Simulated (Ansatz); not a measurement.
# Si3N4 (P6_3/m):F_i (void), thermodynamic levels from a 126-atom cell

Wanted: the transition levels of a interstitial in Si3N4 (P6_3/m), from a cell of 126 host atoms with 1 F put in.

Program: Ansatz 0.2.0. Level of theory: place-levels on PBEsol runs: charge-transition levels and formation energies with image-charge correction and potential alignment at the atomic sites; PAW set soft_1. Results are calculated unless marked as measured.

## Step 1: The structure

The cell holds 127 atoms: 54 Si, 72 N and 1 F. Its edges and angles: a = 13.206 Å, b = 13.206 Å, c = 8.731 Å, α = 90.0°, β = 90.0°, γ = 120.0°. It derives from Si3N4 (space group P6_3/m). Nearest the centre at fractional (0.000, 1.000, 0.667): F127 at 0.00 Å, N117 at 2.52 Å, N121 at 2.52 Å, N112 at 2.52 Å, N76 at 2.52 Å, N69 at 2.52 Å, N84 at 2.52 Å, Si102 at 2.79 Å.

Screening for the image-charge correction: ε∞ = (4.29, 4.29, 4.37), ε0 = (8.29, 8.29, 8.25), from a response run on this crystal (DFPT, PBEsol) at that run's own cell.

The cell's shortest repeat is 8.7 Å.

## Step 2: What was run first

A transition level is the Fermi level at which two charge states cost the same, so each charge needs its own total energy, at its own relaxed structure.

Each atom starts 0.05 Å or so off its site in a random direction: a symmetric start keeps its symmetry, and would miss off-centre moves and Jahn–Teller distortions. Forces are taken at one point at (¼, ¼, ¼). The cell holds 1 electron more than the neutral one, with a uniform background that keeps it neutral on the whole.

The sampling was tested on the host first: at the k-points planned (1x1x1 shifted 0.25 0.25 0.25) its energy lies 0.000 eV an atom from the dense-mesh value, under the bound of 0.02 eV set for this test; that bounds the host's error, not the defect's.

One state's input; the others differ in charge, spin, start and seed, and in occupations where the table says so.

Input file qm1.relax/input.yaml:

```yaml
crystal:
  lattice:
    - [11.43668588, 6.60297367, 0.0]
    - [-11.43668588, 6.60297367, 0.0]
    - [0.0, 0.0, 2.91025578]
  atoms:
    - { symbol: Si, position: [0.01950046, 0.80655545, 0.75] }
    - { symbol: Si, position: [0.3528338, 0.47322211, 0.75] }
    - { symbol: Si, position: [0.68616713, 0.13988878, 0.75] }
    - { symbol: Si, position: [0.21294502, 0.01950046, 0.25] }
    - { symbol: Si, position: [0.54627835, 0.68616713, 0.25] }
    - { symbol: Si, position: [0.87961168, 0.3528338, 0.25] }
    - { symbol: Si, position: [0.13988878, 0.45372165, 0.25] }
    - { symbol: Si, position: [0.47322211, 0.12038832, 0.25] }
    - { symbol: Si, position: [0.80655545, 0.78705498, 0.25] }
    - { symbol: Si, position: [0.19344455, 0.21294502, 0.75] }
    - { symbol: Si, position: [0.52677789, 0.87961168, 0.75] }
    - { symbol: Si, position: [0.86011122, 0.54627835, 0.75] }
    - { symbol: Si, position: [0.12038832, 0.6471662, 0.75] }
    - { symbol: Si, position: [0.45372165, 0.31383287, 0.75] }
    - { symbol: Si, position: [0.78705498, 0.98049954, 0.75] }
    - { symbol: Si, position: [0.31383287, 0.86011122, 0.25] }
    - { symbol: Si, position: [0.6471662, 0.52677789, 0.25] }
    - { symbol: Si, position: [0.98049954, 0.19344455, 0.25] }
    - { symbol: "N", position: [0.0, 0.66666667, 0.75] }
    - { symbol: "N", position: [0.33333333, 0.33333333, 0.75] }
    - { symbol: "N", position: [0.66666667, 0.0, 0.75] }
    - { symbol: "N", position: [0.0, 0.33333333, 0.25] }
    - { symbol: "N", position: [0.33333333, 0.0, 0.25] }
    - { symbol: "N", position: [0.66666667, 0.66666667, 0.25] }
    - { symbol: "N", position: [0.21345843, 0.45653274, 0.75] }
    - { symbol: "N", position: [0.54679176, 0.12319941, 0.75] }
    - { symbol: "N", position: [0.8801251, 0.78986608, 0.75] }
    - { symbol: "N", position: [0.09025902, 0.8801251, 0.25] }
    - { symbol: "N", position: [0.42359235, 0.54679176, 0.25] }
    - { symbol: "N", position: [0.75692569, 0.21345843, 0.25] }
    - { symbol: "N", position: [0.12319941, 0.57640765, 0.25] }
    - { symbol: "N", position: [0.45653274, 0.24307431, 0.25] }
    - { symbol: "N", position: [0.78986608, 0.90974098, 0.25] }
    - { symbol: "N", position: [0.21013392, 0.09025902, 0.75] }
    - { symbol: "N", position: [0.54346726, 0.75692569, 0.75] }
    - { symbol: "N", position: [0.87680059, 0.42359235, 0.75] }
    - { symbol: "N", position: [0.1198749, 0.21013392, 0.25] }
    - { symbol: "N", position: [0.45320824, 0.87680059, 0.25] }
    - { symbol: "N", position: [0.78654157, 0.54346726, 0.25] }
    - { symbol: "N", position: [0.24307431, 0.78654157, 0.75] }
    - { symbol: "N", position: [0.57640765, 0.45320824, 0.75] }
    - { symbol: "N", position: [0.90974098, 0.1198749, 0.75] }
  supercell: [1, 1, 3]
  defects: [{ interstitial: { symbol: F, position: [0.0, 1.0, 0.666667] } }]
total_charge: -1
basis:
  ecutwfc: 420
  xc_grid: 2
hamiltonian:
  xc: pbesol
  pseudopotentials: { kind: paw, azcp: { folder: soft_1 }, xc_functional: pbe }
kpoints:
  mp_grid: { grid: [1, 1, 1], shift: [0.25, 0.25, 0.25] }
scf:
  occupations: { method: fixed }
  max_iter: 80
output:
  forces: true
  charged_corrections: { epsilon: [4.29, 4.29, 4.37], static_epsilon: [8.29, 8.29, 8.25] }
relax:
  f_tol: 0.02
  max_steps: 80
  random_displacement: { amplitude: 0.05, seed: 8966 }
checkpoint:
  write: "../qm1.relax.run"
  compress: false
  write_wavefunctions: true
  write_every: 100000
```

On the command line:

```
> ansatz run input.yaml --threads 4 --pin off --max-ram 15073MiB --backend cpu --events-out ev --progress --plain --runs-dir out
```

Defect states can disperse in a cell of this size, so the energy is taken again at a 2×2×2 shifted mesh, on the relaxed structure.

The run of this state that the levels use, under PBEsol:

Input file qm1.point/input.yaml:

```yaml
crystal:
  checkpoint: "../qm1.relax.run"
  host: checkpoint
total_charge: -1
basis:
  ecutwfc: 420
  xc_grid: 2
hamiltonian:
  xc: pbesol
  pseudopotentials: { kind: paw, azcp: { folder: soft_1 }, xc_functional: pbe }
kpoints:
  mp_grid: { grid: [2, 2, 2], shift: [0.5, 0.5, 0.5] }
scf:
  occupations: { method: fermi_dirac, width: 0.01 }
  max_iter: 80
output:
  forces: true
  eigenvalues: true
  charged_corrections:
    epsilon: [4.29, 4.29, 4.37]
    static_epsilon: [8.29, 8.29, 8.25]
    defect_position: [0.0, 1.0, 0.666667]
  eigenstates: { localisation: true }
  populations: true
  band_densities: [{ bands: [v1, v1] }, { bands: [c1, c1] }]
  write_density: true
  write_potential: true
  volumetric_format: npy
checkpoint:
  read: "../qm1.relax.run"
  write: "../qm1.point.run"
  compress: false
  write_wavefunctions: false
  write_every: 100000
```

Relaxations under PBEsol at one point at (¼, ¼, ¼); times on 4 threads of Arm Neoverse V1, shared host:

| charge | moment (μB) | occupations | outcome | steps | largest displacement against the far atoms (Å) | time |
| --- | --- | --- | --- | --- | --- | --- |
| −1 | 0 | fixed | converged | 8 | 0.72 | 4.3 min |
| 0 | 1 | fixed | converged | 20 | 0.88 | 25 min |

Single points under PBEsol at a 2×2×2 shifted mesh; times on 4 threads of Arm Neoverse V1, shared host:

| charge | moment (μB) | occupations | outcome | time |
| --- | --- | --- | --- | --- |
| −1 | 0 | fermi-dirac | converged | 3.8 min |
| 0 | 1 | fermi-dirac | converged | 9.8 min |

Distances (Å) from F127 to the nearest atoms after relaxation with PBEsol:

| charge | moment (μB) | 1. | 2. | 3. | 4. | 5. | 6. |
| --- | --- | --- | --- | --- | --- | --- | --- |
| −1 | 0 | N 2.57 | N 2.57 | N 2.57 | Si 2.60 | Si 2.61 | Si 2.61 |
| 0 | 1 | Si 1.75 | N 2.36 | N 2.50 | N 2.50 | N 2.52 | Si 2.90 |

## Step 3: Levels against the band edges, PBEsol

A charged cell interacts with its images and the background, and its potential has another zero than the host's. place-levels removes the first by a point-charge model, screened by the static dielectric constant since the ions have relaxed around the charge, and the second by comparing potentials at atoms far from the defect.

The host is a run of the defect-free crystal in the same cutoffs, grids and k-points, so that basis and sampling errors cancel in part in the differences. Its band edges come from a run of the primitive cell that searches the zone for them. The host is run in a cell of 42 atoms on a matching mesh. Chemical potentials are energies per atom of F (F2 molecule), run with the same functional and cutoff.

Input file levels.point.yaml:

```yaml
host:
  run: host.point.run
  levels_from: { run: edges.point.run }
states: [qm1.point.run, q0_M1.point.run]
geometry_from:
  qm1.point.run: qm1.relax.run
  q0_M1.point.run: q0_M1.relax.run
  host.point.run: host.relax.run
chemical_potentials:
  F:
    energy: -797.650638
    dataset: "<sha256 of the dataset>"
epsilon: [4.29, 4.29, 4.37]
static_epsilon: [8.29, 8.29, 8.25]
vertical:
  - { from: qm1.point.run, to: qm1.point_neutral.run }
```

On the command line:

```
> ansatz place-levels levels.point.yaml -- --threads 4 --pin off --max-ram 15073MiB
```

Numbers of over 12 decimals in the logs are rounded to 6 here.

The program printed:

```text
[... repeated set-up lines and file paths are left out, and long positions are rounded to six places ...]
(0/-1) 0.326 eV above the valence edge, 3.860 eV under the conduction edge
formation energy of charge 0: -0.164 eV with the Fermi level at the valence edge
formation energy of charge -1: +0.161 eV with the Fermi level at the valence edge
vertical -1 to 0: no energy, since no alignment is typed
  the change from vertical[0].from (qm1.point.run) to vertical[0].to (qm1.point_neutral.run): by its potential at epsilon [4.29, 4.29, 4.37] it stands at 0.981 0.028 0.585, with an rms radius of about 6.7 Å (4.4 4.3 2.8 Å across the planes of the cell's [...]
  edges by pbesol of host.levels_from (edges.point.run), its mesh sampled to repeats of 26.19 Å (the valence edge +0.130 eV and the conduction edge -0.336 eV from those of the host's own run), gap 4.186 eV; the host is sampled to repeats of 26.41 Å
  the defect's cells are sampled to repeats of 26.41 Å, like sampling
  charge 0: +0.000 eV for its dipole among its images, +0.004 omitted
  states[1] (q0_M1.point.run): levels filled in part (TS 0.003 eV): its energy is of no whole electron's
  charge -1: -61753.7560 eV with its correction of +0.171 eV, at epsilon [8.29, 8.29, 8.25], aligned at sites: +0.0554 eV, mean over 102 atomic sites at or beyond 4.37 Å from the defect at [0.0000, 1.0000, 0.6667], with -0.022190 for the charge's moments and [...]
  of states[1] (q0_M1.point.run): its moments differ from the host's by 1.1 Bohr magnetons in all (their sizes sum to 1.1), and by over 0.25 at 1 of the sites, 1 far from the defect: check that it is in the host's magnetic order and in its lowest state
  of states[0] (qm1.point.run): it parts from the run at its places by a charge that spreads by about 4.4 Å along one vector (2 Å or more is wide), by its potential at epsilon [4.29, 4.29, 4.37], taken for that of held ions (one typed too small widens it), [...]
  of vertical[0].from (qm1.point.run): it parts from the run at its places by a charge that spreads by about 4.4 Å along one vector (2 Å or more is wide), by its potential at epsilon [4.29, 4.29, 4.37], taken for that of held ions (one typed too small widens [...]
  vertical[0].to (qm1.point_neutral.run): levels filled in part (TS 0.003 eV): its energy is of no whole electron's
  of vertical[0].to (qm1.point_neutral.run): its moments are held at its close (magnetization.spin_locking), by a field of 0.001 eV a Bohr magneton, and its energy and levels are of the state that this holds: a run that lets them go can end lower
```

Run time: 0.34 s. Hardware: 4 threads of Arm Neoverse V1, shared host.

Levels between the charges placed, in eV above the valence top:

|  | gap (eV) | (0/−1) |
| --- | --- | --- |
| PBEsol | 4.19 | 0.33 |

Corrections by state:

| charge | moment (μB) | image terms and alignment (eV) | band filling (eV) | ε used | over the lowest of its charge, as the program ranks them, band filling apart (eV) |
| --- | --- | --- | --- | --- | --- |
| 0 | 1.0 | 0.000 | - | - | 0.000 |
| −1 | 0.0 | 0.171 | - | principal values (8.25, 8.29, 8.29) | 0.000 |

The charged structures listed were also run neutral, and place-levels reads from each pair, by the potential or the spins, how wide the charge is by which they differ; that can be the carrier of either run.

| charge | rms radius (Å) | spread where it is widest against the cell (Å) | wide from (Å) | reading |
| --- | --- | --- | --- | --- |
| −1 | 6.7 | 4.35 | 1.98 | wide |

The neutral runs of these pairs need not share the spin of the lowest neutral state, and very wide values only mean spread over the cell.

From the program's caveats on the states, each cut to its opening words:

- charge 0 (1 μB): its moments differ from the host's by 1.1 Bohr magnetons in all (their sizes sum to 1.1), and by over 0.25 at 1 of the sites, 1 far from the defect: check that [...]
- charge −1: it parts from the run at its places by a charge that spreads by about 4.4 Å along one vector (2 Å or more is wide), by its potential at epsilon [4.29, 4.29, [...]

The host's formation energy from the elements is -1.218 eV per atom; it sets how far the chemical potentials can move.

Limit set by the element alone; other compounds of these elements are not counted. Chemical potentials from the elements' reference states: N 0.00 eV, Si -2.84 eV, F 0.00 eV. Formation energies (N-rich), with the Fermi level at the valence top and at the conduction bottom (gap 4.19 eV):

| charge | at valence top (eV) | at conduction bottom (eV) | correction included (eV) |
| --- | --- | --- | --- |
| 0 | -0.16 | -0.16 | 0.00 |
| −1 | 0.16 | -4.02 | 0.17 |

```
Fermi level (eV)  lowest formation energy (eV)
            0.00                         -0.16
            0.38                         -0.22
            0.76                         -0.60
            1.14                         -0.98
            1.52                         -1.36
            1.90                         -1.74
            2.28                         -2.12
            2.67                         -2.50
            3.05                         -2.88
            3.43                         -3.26
            3.81                         -3.64
            4.19                         -4.02
```

Limit set by the element alone; other compounds of these elements are not counted. Chemical potentials from the elements' reference states: Si 0.00 eV, N -2.13 eV, F 0.00 eV. Formation energies (Si-rich), with the Fermi level at the valence top and at the conduction bottom (gap 4.19 eV):

| charge | at valence top (eV) | at conduction bottom (eV) | correction included (eV) |
| --- | --- | --- | --- |
| 0 | -0.16 | -0.16 | 0.00 |
| −1 | 0.16 | -4.02 | 0.17 |

(Fermi level (eV), lowest formation energy (eV)): (0.00, -0.16), (0.38, -0.22), (0.76, -0.60), (1.14, -0.98), (1.52, -1.36), (1.90, -1.74), (2.28, -2.12), (2.67, -2.50), (3.05, -2.88), (3.43, -3.26), (3.81, -3.64), (4.19, -4.02)

## Step 4: The same at the relaxations' own k-points

The relaxations' own energies give the levels at their sampling, for comparison.

Input file levels.relax_mesh.yaml:

```yaml
host:
  run: host.relax.run
  levels_from: { run: edges.relax.run }
states: [qm1.relax.run, q0_M1.relax.run]
chemical_potentials:
  F:
    energy: -797.650638
    dataset: "<sha256 of the dataset>"
```

On the command line:

```
> ansatz place-levels levels.relax_mesh.yaml -- --threads 4 --pin off --max-ram 15073MiB
```

The program printed:

```text
(0/-1) 0.296 eV above the valence edge, 3.890 eV under the conduction edge
formation energy of charge 0: -0.134 eV with the Fermi level at the valence edge
formation energy of charge -1: +0.162 eV with the Fermi level at the valence edge
  edges by pbesol of host.levels_from (edges.relax.run), its mesh sampled to repeats of 26.19 Å (the valence edge +0.231 eV and the conduction edge -0.359 eV from those of the host's own run), gap 4.186 eV; the host is sampled to repeats of 15.83 Å
[... the lines on each state left out ...]
```

Elapsed: 0.15 s, on 4 threads.

Levels between neighbouring charges, in eV above the valence top:

|  | gap (eV) | (0/−1) |
| --- | --- | --- |
| one point at (¼, ¼, ¼) | 4.19 | 0.30 |
| a 2×2×2 shifted mesh | 4.19 | 0.33 |

Going from one point at (¼, ¼, ¼) to a 2×2×2 shifted mesh moves the levels that carry no band-filling term by up to 0.03 eV and formation energies against the elements by up to 0.03 eV.

## Step 5: Summary of results

- gap of the host: 4.19 eV (PBEsol)
- level (0/minus 1): 0.33 eV above the valence top
- lowest of the charges placed, just above the valence top (0.02 eV): 0
- lowest of the charges placed, just below the conduction bottom (0.02 eV): −1
- lowest formation energy at mid-gap of the charges run, N-rich: -1.93 eV
- lowest formation energy at mid-gap of the charges run, Si-rich: -1.93 eV

**Reading.** Of the charges placed (−1 and 0), the lowest changes at 0.33 eV (0/−1) above the valence top, in a gap of 4.19 eV. Charges above 0 and below −1 were not placed, so these runs say nothing of levels that involve them. States placed: 0 at 1 μB; −1 at 0 μB. Other spin states or structures, where not listed, weren't placed. At charge 0 the atom put in ends up to 0.9 Å from its starting place, so the name tells the start alone and the levels can join different sites. F is taken at its element; compounds, which aren't counted here, bound the chemical potentials and would shift these formation energies. The lowest formation energy (N-rich and Si-rich) is negative across the gap, so the defect would form by itself: these chemical potentials lie beyond what competing compounds allow, or the host is unstable against it. Going from one point at (¼, ¼, ¼) to a 2×2×2 shifted mesh moves the levels that carry no band-filling term by up to 0.03 eV and formation energies against the elements by up to 0.03 eV. Limits: the images are only 8.7 Å apart; PBEsol makes the gap too small and tends to spread out bound carriers; where a gas molecule sets a chemical potential or the host's formation energy, its binding is uncorrected; force components of up to 0.14 eV/Å remain in a run at the final settings.

[Logs are printed without paths, hosts, clocks, repeated set-up lines and the standing remarks that a program may print on its own settings, such as how far it seeks lower states.]

[Hosts, paths, dates, database ids (printed as entryN), source tags and the programs' standing remarks are cut or masked in the printed files.]

[Where a table of states has a column of steps, it counts the stored structures, which are thinned; the runs took as many ionic steps or more.]

[A defect's name tells the site on which it was built; relaxed atoms can leave that site.]

[For some hosts the program warned that the k-mesh of the response run may be too coarse for force constants and the static dielectric constant; such warnings are not shown here.]
